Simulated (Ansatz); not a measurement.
A run of Ansatz 0.2.0 is set up as follows.

Contents of input.yaml:

```yaml
crystal:
  lattice:
    - [5.5822227355, 0.0, 0.0]
    - [-2.7911113678, 4.8343466985, 0.0]
    - [0.0, 0.0, 6.08246788]
  atoms:
    - { symbol: Ti, position: [0.46693675, 0.0, 0.3333333333] }
    - { symbol: Ti, position: [0.0, 0.46693675, 0.6666666667] }
    - { symbol: Ti, position: [0.53306325, 0.53306325, 0.0] }
    - { symbol: O, position: [0.58106572, 0.85143318, 0.1206639333] }
    - { symbol: O, position: [0.72963254, 0.14856682, 0.5460027333] }
    - { symbol: O, position: [0.27036746, 0.41893428, 0.7873306] }
    - { symbol: O, position: [0.85143318, 0.58106572, 0.8793360667] }
    - { symbol: O, position: [0.14856682, 0.72963254, 0.4539972667] }
    - { symbol: O, position: [0.41893428, 0.27036746, 0.2126694] }
hamiltonian:
  xc: pbe
  pseudopotentials: { kind: paw }
kpoints:
  mp_grid: { grid: [5, 5, 4] }
scf:
  occupations: { method: fermi_dirac, width: 0.05 }
output:
  forces: true
  stress: true
  eigenvalues: true
relax:
  f_tol: 0.01
  max_steps: 40
```

Potentials or basis: Ansatz PAW.

Launch:

```sh
$ ansatz run input.yaml --threads 4 --pin off --max-ram 11264MiB --backend cpu --events-out ev --progress --plain --runs-dir out
```

**Question.** Estimate the band gap on the k mesh.

**Answer.** 3.56 eV, direct.

**Question.** Predict the energy gained by relaxing.

**Answer.** 0.1 meV/atom.

Final structure:
```
Ti O
1.0
     5.58222    0.00000    0.00000
    -2.79111    4.83435    0.00000
     0.00000    0.00000    6.08247
Ti O
3 6
Direct
  0.46645 0.00000 0.33333
  0.00000 0.46645 0.66667
  0.53355 0.53355 0.00000
  0.58201 0.85292 0.11994
  0.72909 0.14708 0.54673
  0.27091 0.41799 0.78660
  0.85292 0.58201 0.88006
  0.14708 0.72909 0.45327
  0.41799 0.27091 0.21340
```

Caveat: odd divisions of the mesh miss points on the zone boundary, where band edges often lie, so the gap on the mesh can be too wide. PBE gaps usually lie below the measured ones, often by a third to a half.
